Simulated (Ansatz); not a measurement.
# GaP (oS8 Cmcm): the cost of one run

Computed with Ansatz 0.2.0 (DFT r2SCAN, scalar-relativistic, plane waves, PAW, unless a step's input says otherwise).

### Step 1. The system as given

It takes space group Cmcm (No. 63, orthorhombic). Conventional cell: a = 4.700 Å, b = 4.950 Å, c = 4.700 Å, α = 90.00°, β = 90.00°, γ = 90.00°. Around Ga (site symmetry m2m) lie 6 P at 2.35 to 2.53 Å. P (site symmetry m2m) is surrounded by 6 Ga at 2.35 to 2.53 Å.

Coordinates:

```cif
data_structure
_symmetry_space_group_name_H-M 'Cmcm'
_symmetry_Int_Tables_number 63
_cell_length_a 4.7000
_cell_length_b 4.9500
_cell_length_c 4.7000
_cell_angle_alpha 90.000
_cell_angle_beta 90.000
_cell_angle_gamma 90.000
_cell_volume 109.35
loop_
_atom_site_label
_atom_site_type_symbol
_atom_site_symmetry_multiplicity
_atom_site_Wyckoff_symbol
_atom_site_fract_x
_atom_site_fract_y
_atom_site_fract_z
_atom_site_occupancy
Ga1 Ga 4 c 0.50000 0.15000 0.25000 1
P1 P 4 c 0.50000 0.66000 0.25000 1
```

### Step 2. Cell and atoms relaxed at 30.7 GPa

Input file input.yaml:

```yaml
crystal:
  lattice:
    - [2.35, -2.475, 0.0]
    - [2.35, 2.475, 0.0]
    - [0.0, 0.0, 4.7]
  atoms:
    - { symbol: Ga, position: [0.35, 0.65, 0.25] }
    - { symbol: Ga, position: [0.65, 0.35, 0.75] }
    - { symbol: P, position: [0.84, 0.16, 0.25] }
    - { symbol: P, position: [0.16, 0.84, 0.75] }
scf:
  occupations: { method: gaussian, width: 0.1 }
output:
  forces: true
  stress: true
  eigenvalues: true
  write_density: true
  write_potential: true
  elf: true
  volumetric_format: npy
hamiltonian:
  xc: r2scan
basis:
  ecutwfc: 500
kpoints:
  mp_grid: { grid: [14, 14, 12] }
relax:
  f_tol: 0.005
  max_steps: 60
  cell: { stress_tol: 0.05, p_target: 30.7 }
```

Started as:

```sh
$ ansatz run input.yaml --threads 4 --pin off --max-ram 10240MiB --backend cpu --events-out ev --progress --plain --runs-dir out
```

**Question.** How long does this run take on 4 threads of Intel Xeon 6975P-C (Granite Rapids), shared host, and how much memory does it need?

About 65 s, with a peak of 0.95 GiB.
